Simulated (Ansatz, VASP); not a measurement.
**One calculation of ZnS, two programs**

```
CELL_PARAMETERS angstrom
0.07401 2.70101 2.70101
2.70101 0.07401 2.70101
2.70101 2.70101 0.07401
ATOMIC_POSITIONS crystal
Zn 0.00260 0.00260 0.00260
S 0.24740 0.24740 0.24740
```

Change from the starting cell: epitaxial_111 strain -2.5%.

Alike in both runs: task single point; functional r2SCAN; k mesh 8 × 8 × 8; no spin polarisation.

|  | VASP | Ansatz |
| --- | --- | --- |
| version | VASP 6.6.1 | Ansatz 0.2.0 |
| potentials or method | VASP PAW PBE potentials, release 64 (Zn, S) | plane waves, PAW |
| plane-wave cutoff (eV) | 520 | 500 |
| occupations | gaussian, width 0.01 eV | fixed |
| valence electrons in the cell | 18 | 18 |

VASP gave:

* gap on the k mesh at the Fermi level (eV): 2.74
* pressure (GPa): 2.9
* largest component of the traceless stress (GPa): 1.45

**Question.** What did Ansatz give for the same quantities?

**Answer.** gap on the k mesh at the Fermi level (eV): 2.73; pressure (GPa): 2.9; largest component of the traceless stress (GPa): 1.45.

Caveats: the PAW data sets were made with another functional, which shifts forces and pressure a little (VASP).
